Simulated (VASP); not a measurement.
Crystal: NiO.

```
CELL_PARAMETERS angstrom
0.00000 2.08590 2.08590
2.08590 0.00000 2.08590
2.08590 2.08590 0.00000
ATOMIC_POSITIONS crystal
Ni 0.00000 0.00000 0.00000
O 0.50000 0.50000 0.50000
```

- Program: VASP 6.6.1
- Task: relaxation of cell and atoms
- Functional: BLYP
- Dispersion: D3
- Potentials or basis: VASP PAW PBE potentials, release 64 (Ni, O)
- Cutoff: 600 eV
- k mesh: 11 × 11 × 11
- Occupations: fermi-dirac, width 0.05 eV
- Spin: collinear spin, ferromagnetic start
- Starting moments: [1.0, 0.0] μB

At the start: pressure 7.1 GPa; volume 9.08 Å³/atom.

Question: How do energy, volume and symmetry change on relaxing?

Answer: Over 3 steps the energy falls by 7.0 meV/atom and the volume is 9.41 Å³/atom (+3.7 %); space group Fm-3m (No. 225, to 0.05 Å); moment 1.73 μB per cell.

Step by step:
| step | energy change (eV) | largest force (eV/Å) | pressure (GPa) | volume (Å³) |
| --- | --- | --- | --- | --- |
| 1 | 0.0000 | 0.0000 | 7.07 | 18.15 |
| 2 | -0.0093 | 0.0000 | -3.63 | 19.22 |
| 3 | -0.0140 | 0.0000 | -0.03 | 18.81 |

Final structure:
```yaml
crystal:
  lattice:
    - [0.00000, 2.11101, 2.11101]
    - [2.11101, 0.00000, 2.11101]
    - [2.11101, 2.11101, 0.00000]
  atoms:
    - { symbol: Ni, position: [0.00000, 0.00000, 0.00000] }
    - { symbol: O, position: [0.50000, 0.50000, 0.50000] }
```

Caveat: the PAW data sets were made with another functional, which shifts forces and pressure a little; a cell with one magnetic atom can't hold antiferromagnetic order, which such compounds often take; pairwise dispersion overbinds metals, which lowers pressure and volume.
